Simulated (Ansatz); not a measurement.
# BaTiO3: stress in a strained cell

BaTiO3 is deformed so: zz strain of -1 %. What stress and forces result, by LAPW, PAW and all-electron datasets made for the crystal?

Method: DFT PBE, scalar-relativistic, in Ansatz 0.2.0.

## (1) The starting structure

It takes space group Amm2 (No. 38, orthorhombic). The conventional cell has a = 3.984 Å, b = 5.674 Å, c = 5.692 Å, α = 90.00°, β = 90.00°, γ = 90.00°. Around Ba (site symmetry mm2) lie 12 O at 2.80 to 2.89 Å. Around Ti (site symmetry mm2) lie 6 O at 1.95 to 2.07 Å. O (site symmetry mm2) has 2 Ti at 1.99 Å and 4 Ba at 2.80 to 2.89 Å as nearest neighbours. O (site symmetry m) has 2 Ti at 1.95 to 2.07 Å and 4 Ba at 2.82 to 2.84 Å as nearest neighbours.

Structure file:

```
Ba Ti O
1.0
     3.98410    0.00000    0.00000
     0.00000    2.83705    2.84580
     0.00000   -2.83705    2.84580
Ba Ti O
1 1 3
Direct
  0.00000 0.00000 0.00000
  0.50000 0.50790 0.50790
  0.00000 0.49210 0.49210
  0.50000 0.50251 0.99371
  0.50000 0.99371 0.50251
```

Atoms are numbered in the order of the input: Ba1, Ti2, O3, O4, O5.

## (2) The deformed structure

Space group Amm2 before, Amm2 after.

## (3) Full-potential LAPW

Contents of input.yaml:

```yaml
crystal:
  lattice:
    - [3.9841, 0.0, 0.0]
    - [0.0, 2.83705, 2.817342]
    - [0.0, -2.83705, 2.817342]
  atoms:
    - { symbol: Ba, position: [0.0, 0.0, 0.0] }
    - { symbol: Ti, position: [0.5, 0.5079, 0.5079] }
    - { symbol: O, position: [0.0, 0.4921, 0.4921] }
    - { symbol: O, position: [0.5, 0.50251, 0.99371] }
    - { symbol: O, position: [0.5, 0.99371, 0.50251] }
kpoints:
  mp_grid: { grid: [8, 8, 8] }
  band_path:
    path:
      - [0.0, 0.0, 0.0]
      - [0.0, 0.5, -0.5]
      - [0.0, 0.5034612622, -0.4965387378]
      - [0.0, 0.4965387378, 0.4965387378]
      - [0.0, 0.0, 0.0]
      - [0.5, 0.0, 0.0]
      - [0.5, 0.4965387378, 0.4965387378]
      - [0.5, 0.5034612622, -0.4965387378]
      - [0.5, 0.5, -0.5]
    npoints: 5
scf:
  occupations: { method: fermi_dirac, width: 0.05 }
hamiltonian:
  xc: pbe
  pseudopotentials: { kind: all_electron, lapw: { basis_error: 0.001 } }
output:
  forces: true
  stress: true
  eigenvalues: true
```

On the command line:

```sh
$ ansatz run input.yaml --threads 2 --pin off --max-ram 6144MiB --backend cpu --events-out ev --progress --plain --runs-dir out
```

## (4) PAW with frozen cores

Contents of input.yaml:

```yaml
crystal:
  lattice:
    - [3.9841, 0.0, 0.0]
    - [0.0, 2.83705, 2.817342]
    - [0.0, -2.83705, 2.817342]
  atoms:
    - { symbol: Ba, position: [0.0, 0.0, 0.0] }
    - { symbol: Ti, position: [0.5, 0.5079, 0.5079] }
    - { symbol: O, position: [0.0, 0.4921, 0.4921] }
    - { symbol: O, position: [0.5, 0.50251, 0.99371] }
    - { symbol: O, position: [0.5, 0.99371, 0.50251] }
kpoints:
  mp_grid: { grid: [8, 8, 8] }
scf:
  occupations: { method: fermi_dirac, width: 0.05 }
hamiltonian:
  xc: pbe
  pseudopotentials: { kind: paw }
output:
  forces: true
  stress: true
  eigenvalues: true
  efg: { contact_densities: true }
```

## (5) All-electron PAW on datasets made for the crystal

Edit input.yaml of step 4 so:

```diff
@@ -17,3 +17,3 @@
   xc: pbe
-  pseudopotentials: { kind: paw }
+  pseudopotentials: { kind: all_electron, datasets: crystal }
 output:
```

(Steps that only read results are left out.)

**Question.** What will these runs give? Wanted: pressure; largest shear or deviatoric stress.

**Answer**, as computed:

| quantity | value |
| --- | --- |
| pressure | LAPW 3.68, PAW 3.67, crystal datasets 3.68 GPa |
| largest shear or deviatoric stress (LAPW) | 0.89 GPa |

In words: The largest part of the stress beyond the pressure is 0.89 GPa in size, in the yy component; the atoms are carried along and not relaxed. No run of the undeformed cell stands beside it, so the pressure holds what the given cell had before the change. PAW: stress within 0.01 GPa of LAPW, forces within 1 meV/Å. Crystal datasets: stress within 0.01 GPa of LAPW, forces within 1 meV/Å. Spin-orbit coupling is left out, though the cell holds Ba; in elements this heavy it can shift bands and gaps by tenths of an eV.

These are semilocal Kohn-Sham gaps, which aren't the measured quantity. Such gaps usually fall short of the measured ones.
